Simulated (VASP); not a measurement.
MoSe2:

```
Mo Se
1.0
     3.28800    0.00000    0.00000
    -1.64400    2.84749    0.00000
     0.00000    0.00000   12.90000
Mo Se
2 4
Cartesian
  1.6440 0.9492 9.6750
  0.0000 1.8983 3.2250
  1.6440 0.9492 4.8375
  0.0000 1.8983 11.2875
  1.6440 0.9492 1.6125
  0.0000 1.8983 8.0625
```

| Property | Result |
| --- | --- |
| Program | VASP 6.6.1 |
| Task | relaxation of cell and atoms |
| Functional | PBEsol |
| Dispersion | D3(BJ) |
| Potentials or basis | VASP PAW PBE potentials, release 64 (Mo_sv, Se) |
| Cutoff | 600 eV |
| k mesh | 9 × 9 × 2 |
| Occupations | fermi-dirac, width 0.05 eV |
| Spin | no spin polarisation |

At the start: pressure 0.0 GPa; volume 20.13 Å³/atom.

Q: How do energy, volume and symmetry change on relaxing?

A: Over 14 steps the energy falls by 33.9 meV/atom and the volume is 18.62 Å³/atom (-7.5 %); space group P6_3/mmc (No. 194, to 0.05 Å).

Step by step:
```csv
step,energy change (eV),largest force (eV/Å),pressure (GPa),volume (Å³)
1,0.0000,0.8662,0.05,120.78
2,-0.0668,0.2984,-4.19,120.83
3,-0.0837,0.0423,-2.94,120.82
4,-0.1075,0.3249,1.98,114.91
5,-0.1196,0.2186,0.06,117.03
6,-0.1407,0.2354,0.20,116.09
7,-0.1860,0.2797,0.87,113.28
8,-0.1237,0.2830,3.60,107.58
9,-0.1899,0.3573,1.62,111.95
10,-0.2009,0.1443,0.33,112.17
11,-0.2024,0.0291,-0.37,112.29
12,-0.2024,0.0356,-0.34,112.28
13,-0.2030,0.0241,-0.27,112.13
14,-0.2037,0.0093,-0.05,111.70
```

Final structure:
```xyz
6
Lattice="3.2296 0.0000 0.0000 -1.6148 2.7969 0.0000 0.0000 0.0000 12.3655" Properties=species:S:1:pos:R:3 pbc="T T T"
Mo    1.6148    0.9323    9.2741
Mo    0.0000    1.8646    3.0914
Se    1.6148    0.9323    4.7647
Se    0.0000    1.8646   10.9475
Se    1.6148    0.9323    1.4180
Se    0.0000    1.8646    7.6008
```

Caveat: the PAW data sets were made with another functional, which shifts forces and pressure a little.
